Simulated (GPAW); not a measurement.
Input of a GPAW 26.7.0 run:

Contents of run.py:

```python
from ase import Atoms
from ase.dft.bandgap import bandgap
from ase.io import write
from ase.units import GPa
from gpaw import GPAW, PW

atoms = Atoms(['As', 'As'],
              cell=[[1.8807968987, 1.0858785957, 3.5140619945],
                    [-1.8807968987, 1.0858785957, 3.5140619945],
                    [0.0, -2.1717571915, 3.5140619945]],
              scaled_positions=[[0.226, 0.226, 0.226],
                                [0.774, 0.774, 0.774]],
              pbc=True)

calc = GPAW(mode=PW(450),
            xc='LDA',
            kpts={'size': (7, 7, 7), 'gamma': True},
            occupations={'name': 'fermi-dirac', 'width': 0.05},
            nbands=13,
            maxiter=120,
            txt='gpaw.txt')
atoms.calc = calc
energy = atoms.get_potential_energy()
forces = atoms.get_forces()
stress = atoms.get_stress()
calc.write('gs.gpw')
write('result.traj', atoms)
print(f'Energy: {energy:.6f} eV')
print('Forces (eV/A):')
print(forces.round(4))
print('Stress (GPa):', (stress / GPa).round(3))
print('Fermi level:', round(calc.get_fermi_level(), 4), 'eV')
print(f'Gap: {bandgap(calc)[0]:.4f} eV, direct: {bandgap(calc, direct=True)[0]:.4f} eV')
```

Potentials or basis: the program's PAW data sets (release 1.2.1) made for this functional, pw.

Run with:

```sh
$ OMP_NUM_THREADS=1 python run.py
```

**Question.** Estimate the largest force.

**Answer.** 0.278 eV/Å.

**Question.** Estimate the band gap on the k mesh.

**Answer.** None (metal or under the smearing width).

Forces on the atoms (eV/Å):
```
As   0.000  0.000  0.278
As   0.000  0.000 -0.278
```

Caveat: the cutoff is short for stress and forces, so pressures can be off by a GPa or more.
